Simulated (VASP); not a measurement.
# MgO (Fm-3m) in VASP: relaxation of cell and atoms with r2SCAN

Aim: the relaxation of cell and atoms of MgO with r2SCAN.

Everything below comes from runs of VASP 6.6.1. Logs are shortened: lines on timing, memory, paths and dates and some standing lists are left out, and cuts for length are marked.

### 1 The structure

It takes space group Fm-3m (No. 225, cubic). Conventional cell: a = 4.217 Å, b = 4.217 Å, c = 4.217 Å, α = 90.00°, β = 90.00°, γ = 90.00°. Mg (site symmetry m-3m) has 6 O at 2.11 Å as nearest neighbours. Around O (site symmetry m-3m) lie 6 Mg at 2.11 Å.

### 2 Relaxation of cell and atoms, r2SCAN

The input, INCAR:

```
PREC = Accurate ; ENCUT = 600
EDIFF = 1E-7 ; ISMEAR = 0
SIGMA = 0.02 ; LREAL = F
LASPH = T ; NELM = 80
ALGO = Normal ; ISIF = 3
LWAVE = F ; LCHARG = F
METAGGA = R2SCAN ; LMIXTAU = T
IBRION = 2 ; NSW = 80
EDIFFG = -0.004
```

The input, KPOINTS:

```
regular mesh
0
Gamma
  10 10 10
```

The input, POSCAR:

```
MgO
1.0
    0.0000000000      2.1085000000      2.1085000000
    2.1085000000      0.0000000000      2.1085000000
    2.1085000000      2.1085000000      0.0000000000
Mg O
1 1
Direct
    0.0000000000      0.0000000000      0.0000000000
    0.5000000000      0.5000000000      0.5000000000
```

Potentials or basis: VASP PAW PBE potentials, release 64 (Mg, O).

Run with:

```bash
$ cat potpaw_PBE.64/Mg/POTCAR potpaw_PBE.64/O/POTCAR > POTCAR
$ mpirun -np 1 vasp_std > vasp.out
```

OUTCAR:

```text
PREC = Accurate
   ENCUT = 600
   EDIFF = 1E-7
   ISMEAR = 0
   LREAL = F
   LASPH = T
   NELM = 80
   ISIF = 3
   METAGGA = R2SCAN
   IBRION = 2
   NSW = 80
   EDIFFG = -0.004

 ion  position               nearest neighbor table
   1  0.000  0.000  0.000-   2 2.11   2 2.11   2 2.11   2 2.11   2 2.11   2 2.11
   2  0.500  0.500  0.500-   1 2.11   1 2.11   1 2.11   1 2.11   1 2.11   1 2.11

  LATTYP: Found a face centered cubic cell.
 ALAT       =     4.2170000000

  Lattice vectors:

 A1 = (   0.0000000000,   2.1085000000,   2.1085000000)
 A2 = (   2.1085000000,   0.0000000000,   2.1085000000)
 A3 = (   2.1085000000,   2.1085000000,   0.0000000000)

Analysis of symmetry for initial positions (statically):
=====================================================================
 Subroutine PRICEL returns:
 Original cell was already a primitive cell.

 Routine SETGRP: Setting up the symmetry group for a
 face centered cubic supercell.

 Subroutine GETGRP returns: Found 48 space group operations
 (whereof 48 operations were pure point group operations)
 out of a pool of 48 trial point group operations.

The static configuration has the point symmetry O_h .

Analysis of symmetry for dynamics (positions and initial velocities):
=====================================================================
 Subroutine PRICEL returns:
 Original cell was already a primitive cell.

 Routine SETGRP: Setting up the symmetry group for a
 face centered cubic supercell.

 Subroutine GETGRP returns: Found 48 space group operations
 (whereof 48 operations were pure point group operations)
 out of a pool of 48 trial point group operations.

The dynamic configuration has the point symmetry O_h .

 Subroutine INISYM returns: Found 48 space group operations
 (whereof 48 operations are pure point group operations),
 and found     1 'primitive' translations

----------------------------------------------------------------------------------------

                                     Primitive cell

  volume of cell :      18.7478

  direct lattice vectors                    reciprocal lattice vectors
     0.000000000  2.108500000  2.108500000    -0.237135404  0.237135404  0.237135404
     2.108500000  0.000000000  2.108500000     0.237135404 -0.237135404  0.237135404
     2.108500000  2.108500000  0.000000000     0.237135404  0.237135404 -0.237135404

  length of vectors
     2.981869296  2.981869296  2.981869296     0.410730569  0.410730569  0.410730569

  position of ions in fractional coordinates (direct lattice)
     0.000000000  0.000000000  0.000000000
     0.500000000  0.500000000  0.500000000

  ion indices of the primitive-cell ions
   primitive index   ion index
                 1           1
                 2           2

----------------------------------------------------------------------------------------

 KPOINTS: regular mesh

Automatic generation of k-mesh.
 Grid dimensions read from file:
 generate k-points for:   10   10   10

 Generating k-lattice:

  Cartesian coordinates                     Fractional coordinates (reciprocal lattice)
    -0.023713540  0.023713540  0.023713540     0.100000000  0.000000000  0.000000000
     0.023713540 -0.023713540  0.023713540     0.000000000  0.100000000  0.000000000
     0.023713540  0.023713540 -0.023713540     0.000000000  0.000000000  0.100000000

  Length of vectors
     0.041073057  0.041073057  0.041073057

  Shift w.r.t. Gamma in fractional coordinates (k-lattice)
     0.000000000  0.000000000  0.000000000

 Subroutine IBZKPT returns following result:
 ===========================================

 Found     47 irreducible k-points:

 Following reciprocal coordinates:
            Coordinates               Weight
  0.000000  0.000000  0.000000      1.000000
  0.100000  0.000000  0.000000      8.000000
  0.200000  0.000000  0.000000      8.000000
  0.300000  0.000000  0.000000      8.000000
  0.400000  0.000000  0.000000      8.000000
  0.500000  0.000000  0.000000      4.000000
[... 16 lines left out ...]
  0.300000  0.300000  0.000000      6.000000
  0.400000  0.300000  0.000000     24.000000
 [... further k-points ...]
   k-points           NKPTS =     47   k-points in BZ     NKDIM =     47   number of bands    NBANDS=      8
   number of dos      NEDOS =    301   number of ions     NIONS =      2
   total plane-waves  NPLWV =  13824
   dimension x,y,z NGX =    24 NGY =   24 NGZ =   24
   dimension x,y,z NGXF=    48 NGYF=   48 NGZF=   48
   ions per type =               1   1
   NGX,Y,Z   is equivalent  to a cutoff of  13.38, 13.38, 13.38 a.u.
   NGXF,Y,Z  is equivalent  to a cutoff of  26.76, 26.76, 26.76 a.u.
 SYSTEM =  unknown system
   PREC   = accura    normal or accurate (medium, high low for compatibility)
   ISTART =      0    job   : 0-new  1-cont  2-samecut
   ICHARG =      2    charge: 1-file 2-atom 10-const
   ISPIN  =      1    spin polarized calculation?
   LNONCOLLINEAR =      F non collinear calculations
   LSORBIT =      F    spin-orbit coupling
   LASPH  =      T    aspherical Exc in radial PAW
   ENCUT  =  600.0 eV  44.10 Ry    6.64 a.u.   5.96  5.96  5.96*2*pi/ulx,y,z
   NELM   =     80;   NELMIN=  2; NELMDL= -5     # of ELM steps
   EDIFF  = 0.1E-06   stopping-criterion for ELM
   LREAL  =      F    real-space projection
   EDIFFG = -.4E-02   stopping-criterion for IOM
   NSW    =     80    number of steps for IOM
   IBRION =      2    ionic relax: 0-MD 1-quasi-New 2-CG
   NFREE  =      1    steps in history (QN), initial steepest desc. (CG)
   ISIF   =      3    stress and relaxation
   ISYM   =      2    0-nonsym 1-usesym 2-fastsym
   POTIM  = 0.5000    time-step for ionic-motion
   TEBEG  =    0.0;   TEEND  =   0.0 temperature during run
   PSTRESS=    0.0 pullay stress
   NELECT =       8.0000    total number of electrons
   NUPDOWN=      -1.0000    fix difference up-down
   EMIN   =  10.00;   EMAX   =-10.00  energy-range for DOS
   EFERMI =   0.00;   METHOD = LEGACY
   ISMEAR =     0;   SIGMA  =   0.02  broadening in eV -4-tet -1-fermi 0-gaus
   EFERMI_NEDOS =   21; number of points for ismear=-14 and -15
   IALGO  =     38    algorithm
   IMIX   =      4    mixing-type and parameters
     AMIX     =   0.40;   BMIX     =  1.00
     AMIX_MAG =   1.60;   BMIX_MAG =  1.00
  volume/ion in A,a.u.               =       9.37        63.26
  Fermi-wavevector in a.u.,A,eV,Ry     =   1.232503  2.329092 20.668107  1.519063
  Thomas-Fermi vector in A             =   2.367270
   LORBIT       =      0    0 simple, 1 ext, 2 COOP (PROOUT), +10 PAW based schemes
   METAGGA = R2SCAN    functional components
   LHFCALC =     F    Hartree Fock is set to
   AEXX    =    0.0000 exact exchange contribution
   IVDW    =     0    specifies the selected vdW correction
   LEPSILON=     F    determine dielectric tensor
   LRPA    =     F    only Hartree local field effects (RPA)
 conjugate gradient relaxation of ions
 non-spin polarized calculation
 Gauss-broadening in eV      SIGMA  =   0.02
  energy-cutoff  :      600.00
  volume of cell :       18.75
 maximum number of plane-waves:       636
   NGX = 11   NGY = 11   NGZ = 11

--------------------------------------- Ionic step        1  -------------------------------------------

 number of electron       8.0000005 magnetization

 Free energy of the ion-electron system (eV)
  ---------------------------------------------------
  ext. energy  EPLUGINS =         0.00000000
  ---------------------------------------------------
  free energy    TOTEN  =       -16.16324087 eV

  energy without entropy =      -16.16324087  energy(sigma->0) =      -16.16324087

------------------------ aborting loop because EDIFF is reached ----------------------------------------

  FORCE on cell =-STRESS in cart. coord.  units (eV):
  Direction    XX          YY          ZZ          XY          YZ          ZX
  --------------------------------------------------------------------------------------
  -------------------------------------------------------------------------------------
  Total       -0.3313788     -0.3313788     -0.3313788      0.0000000      0.0000000     -0.0000000
  in kB      -28.3194302    -28.3194302    -28.3194302      0.0000000      0.0000000     -0.0000000
  external PRESSURE =     -28.3194302 kB  Pullay stress =       0.0000000 kB
[... 57 lines left out ...]
  energy  without entropy=      -16.1656571743  energy(sigma->0) =      -16.16565717

--------------------------------------- Ionic step        3  -------------------------------------------

 number of electron       8.0000004 magnetization

 Free energy of the ion-electron system (eV)
  ---------------------------------------------------
  ext. energy  EPLUGINS =         0.00000000
  ---------------------------------------------------
  free energy    TOTEN  =       -16.16612070 eV

  energy without entropy =      -16.16612070  energy(sigma->0) =      -16.16612070

 E-fermi :   3.0555     XC(G=0): -11.6640

 val. band max:        2.8751612585   @ k =   0.0000   0.0000   0.0000
 cond. band min:       8.6224882907   @ k =   0.0000   0.0000   0.0000
 fundamental gap:      5.7473270323
 Fermi energy:         3.0554625155

 k-point     1 :       0.0000    0.0000    0.0000
  band No.  band energies     occupation
      1     -15.3949      2.00000
      2       2.8752      2.00000
      3       2.8752      2.00000
      4       2.8752      2.00000
      5       8.6225      0.00000
      6      19.7936      0.00000
      7      19.7936      0.00000
      8      19.7936      0.00000
[... 243 lines left out ...]
 k-point    24 :       0.4000    0.3000    0.0000
  band No.  band energies     occupation
      1     -14.1595      2.00000
      2      -0.7477      2.00000
      3       1.5367      2.00000
      4       1.7537      2.00000
      5      13.5850      0.00000
      6      14.0820      0.00000
      7      17.8019      0.00000
      8      22.5349      0.00000

 [... further k-points ...]
[... 5 lines left out ...]
  --------------------------------------------------------------------------------------
  -------------------------------------------------------------------------------------
  Total        0.0009093      0.0009093      0.0009093     -0.0000000     -0.0000000     -0.0000000
  in kB        0.0790599      0.0790599      0.0790599     -0.0000000     -0.0000000     -0.0000000
  external PRESSURE =       0.0790599 kB  Pullay stress =       0.0000000 kB
[... 17 lines left out ...]
  FREE ENERGIE OF THE ION-ELECTRON SYSTEM (eV)
  ---------------------------------------------------
  free  energy   TOTEN  =       -16.1661207043 eV

  energy  without entropy=      -16.1661207043  energy(sigma->0) =      -16.16612070

 reached required accuracy - stopping structural energy minimisation
```

Wall time 95 s (1 thread of Intel Xeon Platinum 8559C (Emerald Rapids), shared host); peak memory 0.15 GiB.

What came out:

```
Free energy                            : -16.1661 eV
Relaxed volume                         : 9.21 Å³/atom
Relaxed cell                           : a = 2.965 Å, b = 2.965 Å, c = 2.965 Å, α = 60.00°, β = 60.00°, γ = 60.00°
Space group after relaxing (to 0.05 Å) : Fm-3m (No. 225)
Energy gained by relaxing              : 1.4 meV/atom
Ionic steps                            : 3
Pressure after relaxing                : 0.0 GPa
Band gap on the k mesh                 : 5.75 eV, direct
```

Step by step:
| step | energy change (eV) | largest force (eV/Å) | pressure (GPa) | volume (Å³) |
| --- | --- | --- | --- | --- |
| 1 | 0.0000 | 0.0000 | -2.83 | 18.75 |
| 2 | -0.0024 | 0.0000 | 1.19 | 18.30 |
| 3 | -0.0029 | 0.0000 | 0.01 | 18.43 |

Final structure:
```
Mg O
1.0
     0.00000    2.09642    2.09642
     2.09642    0.00000    2.09642
     2.09642    2.09642    0.00000
Mg O
1 1
Direct
  0.00000 0.00000 0.00000
  0.50000 0.50000 0.50000
```

Caveat: the PAW data sets were made with another functional, which shifts forces and pressure a little. r2SCAN opens gaps a little over a GGA but as a rule still falls short of measured ones.
